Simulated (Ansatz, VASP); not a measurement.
## NaF: VASP beside Ansatz

INCAR

```
SYSTEM = NaF
  PREC = Accurate
  ENCUT = 520
  EDIFF = 1E-7
  ISMEAR = 0
  SIGMA = 0.001
  LREAL = .False.
  LASPH = .True.
  NELM = 60
  ALGO = Normal
  ISIF = 2
  LWAVE = .False.
  LCHARG = .False.
  GGA = PE
  NBANDS = 14
```

File KPOINTS:

```
Automatic mesh
0
Gamma
  6 6 6
  0 0 0
```

The input POSCAR:

```
NaF
1.0
    0.0000000000      2.5312613597      2.5312613597
    2.5312613597      0.0000000000      2.5312613597
    2.5312613597      2.5312613597      0.0000000000
Na F
1 1
Direct
    0.0000000000      0.0000000000      0.0000000000
    0.2500000000      0.2500000000      0.2500000000
```

Input for Ansatz:

```yaml
crystal:
  lattice:
    - [0.0, 2.5312613597, 2.5312613597]
    - [2.5312613597, 0.0, 2.5312613597]
    - [2.5312613597, 2.5312613597, 0.0]
  atoms:
    - { symbol: Na, position: [0.0, 0.0, 0.0] }
    - { symbol: F, position: [0.25, 0.25, 0.25] }
kpoints:
  mp_grid: { grid: [6, 6, 6] }
hamiltonian:
  xc: pbe
scf:
  occupations: { method: gaussian, width: 0.001 }
  n_extra_bands: 4
output:
  forces: true
  stress: true
  eigenvalues: true
```

Alike in both runs: task single point; functional PBE; k mesh 6 × 6 × 6; occupations gaussian, width 0.001 eV; no spin polarisation.

|  | VASP | Ansatz |
| --- | --- | --- |
| version | VASP 6.6.1 | Ansatz 0.2.0 |
| potentials or method | VASP PAW PBE potentials, release 64 (Na_pv, F) | plane waves |
| plane-wave cutoff (eV) | 520 | 420 |
| valence electrons in the cell | 14 | 16 |

```tsv
	VASP	Ansatz	Ansatz less VASP
gap on the k mesh at the Fermi level (eV)	5.61	5.63	+0.015
pressure (GPa)	2.0	2.0	0.00
```

With one functional, cell and mesh, what is left measures potentials, basis and numerics. The two sets of potentials don't hold the same shells in valence.

PBE gaps usually lie below the measured ones, often by a third to a half.
